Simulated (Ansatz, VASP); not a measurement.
# One calculation of Ta, two programs

File INCAR:

```
PREC = Accurate ; ENCUT = 520
EDIFF = 1E-6 ; ISMEAR = 0
SIGMA = 0.15 ; LREAL = F
LASPH = T ; NELM = 100
ALGO = Fast ; ISIF = 2
LWAVE = F ; LCHARG = F
GGA = PE ; NBANDS = 12
```

KPOINTS

```
Automatic mesh
0
Gamma
  20 20 20
```

Contents of POSCAR:

```
Ta
1.0
   -1.6925620000      1.6925620000      1.6512800000
    1.6925620000     -1.6925620000      1.6512800000
    1.6099980000      1.6099980000     -1.6512800000
Ta
1
Direct
    0.0000000000      0.0000000000      0.0000000000
```

Input for Ansatz:

```yaml
crystal:
  lattice:
    - [-1.692562, 1.692562, 1.65128]
    - [1.692562, -1.692562, 1.65128]
    - [1.609998, 1.609998, -1.65128]
  atoms:
    - { symbol: Ta, position: [0.0, 0.0, 0.0] }
basis:
  ecutwfc: 420
kpoints:
  mp_grid: { grid: [20, 20, 20] }
hamiltonian:
  xc: pbe
scf:
  occupations: { method: gaussian, width: 0.15 }
output:
  forces: true
  stress: true
  eigenvalues: true
```

Change from the starting cell: strain -0.0500 x Voigt [0, 0, 0, 0, 0, 1], atoms carried along.

Alike in both runs: task single point; functional PBE; k mesh 20 × 20 × 20; occupations gaussian, width 0.15 eV; no spin polarisation.

```csv
,VASP,Ansatz
version,VASP 6.6.1,Ansatz 0.2.0
potentials or method,"VASP PAW PBE potentials, release 64 (Ta_pv)","scalar-relativistic, plane waves, PAW"
plane-wave cutoff (eV),520,420
valence electrons in the cell,11,13
```

|  | VASP | Ansatz | Ansatz less VASP |
| --- | --- | --- | --- |
| gap on the k mesh at the Fermi level (eV) | none | none | - |
| pressure (GPa) | 3.5 | 3.4 | -0.10 |
| largest component of the traceless stress (GPa) | 3.90 | 3.89 | -0.006 |

A gap of «none» marks a metal or a gap that the smearing closes. The functional is the same, so the differences come from potentials, cutoffs and numerics. The two sets of potentials don't hold the same shells in valence.

The runs have no spin-orbit coupling, so splittings on Ta are missing.
